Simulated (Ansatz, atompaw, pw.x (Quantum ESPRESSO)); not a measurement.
# phosphorus: one change to the PAW (atompaw) potential, in the atom and in the sc crystal

- Element: phosphorus (P)
- Generator: atompaw 4.2.0.5
- Type: PAW
- Functional: PBE
- Relativity: scalar-relativistic
- Frozen core: [Ne]
- Valence charge: 5
- Reference configuration: 3s2 3p3
- Partial waves: 3s (bound): rc 2.05 bohr; 3s channel at 1.25 Ry: rc 2.05 bohr; 3p (bound): rc 2.05 bohr; 3p channel at 3.2 Ry: rc 2.05 bohr; 3d channel at 0.05 Ry: rc 1.85 bohr; 3d channel at 2.05 Ry: rc 1.85 bohr
- Local potential: vpsmatchnc scheme with l = 3 at 0.5 Ry, radius 1.40 bohr
- Core correction: smooth core density matched at 1.30 bohr
- Augmentation charge: sinc compensation charge, radius 1.80 bohr; PAW radius 2.05 bohr; waves and projectors: custom rrkj gramschmidtortho

Change: all radii scaled by about 1.21 (s 2.48, p 2.48, d 2.24 bohr); local potential vpsmatchnc scheme with l = 3 at 0.5 Ry, radius 1.70 bohr; augmentation sinc compensation charge, radius 2.18 bohr; PAW radius 2.48 bohr; waves and projectors: custom rrkj gramschmidtortho; core correction smooth core density matched at 1.58 bohr.

Cutoffs, loose and tight: the cutoffs (Ry, on a coarse ladder) from which the occupation-weighted sum of valence levels, in a spherical-Bessel basis at the reference potential, stays within 10 and 1 mRy of its value at 400 Ry. They see the waves and projectors alone, not the compensation charge or the core.

Crystal test: sc P in pw.x 7.5, no spin, 13³ k-points, Fermi–Dirac smearing 0.01 Ry, cutoffs set for each file from its atomic test. The reference is all-electron LAPW (Ansatz 0.2.0) with the same functional, mesh and smearing; V0 and B0 come from Birch–Murnaghan fits to the pressures at five volumes. Errors are pseudo minus all-electron; Δ is the rms difference of the E(V) curves that follow from these fits, minima aligned, over ±6 % about the mean V0. Mesh and smearing are coarse, so the numbers serve the comparison and aren't converged zero-temperature values; the lattice is a test structure that the element need not adopt.

All-electron: a0 = 2.447 Å (V0 = 14.66 Å³/atom), B0 = 113.3 GPa.

**Question.** Does the change bring the crystal closer to the all-electron result?

**Answer.** The mean pressure error goes from -0.28 to -0.85 GPa, so the change moves the solid further from the all-electron pressures.

| quantity | base | changed |
| --- | --- | --- |
| outcome (atom) | generated | generated |
| cutoff, loose (atom) | 12 Ry | 10 Ry |
| cutoff, tight (atom) | 18 Ry | 12 Ry |
| bound ghosts (atom) | none | none |
| cutoffs in pw.x (Ry) | 40/400 | 40/400 |
| a0 (Å) | 2.445 | 2.441 |
| a0 error (%) | -0.08 | -0.25 |
| B0 error (%) | +0.6 | +1.7 |
| Δ (meV/atom) | 0.9 | 2.7 |
| mean pressure error (GPa) | -0.28 | -0.85 |

Base: The logarithmic derivative shows an extra or strongly shifted pseudo pole above the reference energy (s near 0.94 Ry). Changed file: The largest radius (2.48 bohr) exceeds half the bond length (2.31 bohr), so the spheres overlap, which is one possible source of error among others. The atomic cutoffs weigh occupied waves only.
